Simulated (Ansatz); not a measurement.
# Calculated electric field gradients for Ge

The cell is a structure deposited in the COD whose atoms were relaxed with PBE, the cell held.

```xyz
12
Lattice="5.9300 0.0000 0.0000 0.0000 5.9300 0.0000 0.0000 0.0000 6.9800" Properties=species:S:1:pos:R:3 pbc="T T T"
Ge    0.5331    0.5331    0.0000
Ge    2.4319    3.4981    5.2350
Ge    5.3969    5.3969    3.4900
Ge    3.4981    2.4319    1.7450
Ge    1.0220    2.1889    1.8113
Ge    0.7761    3.9870    0.0663
Ge    4.9080    3.7411    5.3013
Ge    5.1539    1.9430    3.5563
Ge    3.9870    0.7761   -0.0663
Ge    3.7411    4.9080    1.6787
Ge    1.9430    5.1539    3.4237
Ge    2.1889    1.0220    5.1687
```

Atoms are numbered from 1 in the order listed; like atoms form one site, named after its first atom.

The numbers come from a DFT calculation in Ansatz (PBE, plane waves and PAW, scalar-relativistic, 420 eV cutoff, Γ-centred 8×8×7 k-points, Fermi–Dirac smearing 0.02 eV).

V_zz is the principal component of the electric field gradient with the largest magnitude, η = (V_xx − V_yy)/V_zz and C_Q = eQV_zz/h. Directions are in the Cartesian axes of the cell vectors above, for the atom listed; none is given where the gradient is under 0.02 or η is above 0.95.

| site | first atom | first shell | V_zz (10²¹ V/m²) | η | direction of V_zz (x, y, z) |
| --- | --- | --- | --- | --- | --- |
| Ge1 | 1 | 4 Ge at 2.49–2.50 Å | 4.41 | 0.80 | 0.60 -0.60 0.53 |
| Ge5 | 5 | 4 Ge at 2.49–2.52 Å | 5.86 | 0.83 | -0.27 0.87 -0.41 |

The relaxation (3 steps) took 66 s of wall time (4.2 min of CPU time) and 1.8 GiB at its peak, on 4 threads of Intel Xeon 6975P-C (Granite Rapids) (x86_64; 16 cores open to the job, memory cap 8.0 GiB, no GPU), a shared host with a load of 0.5 a core.
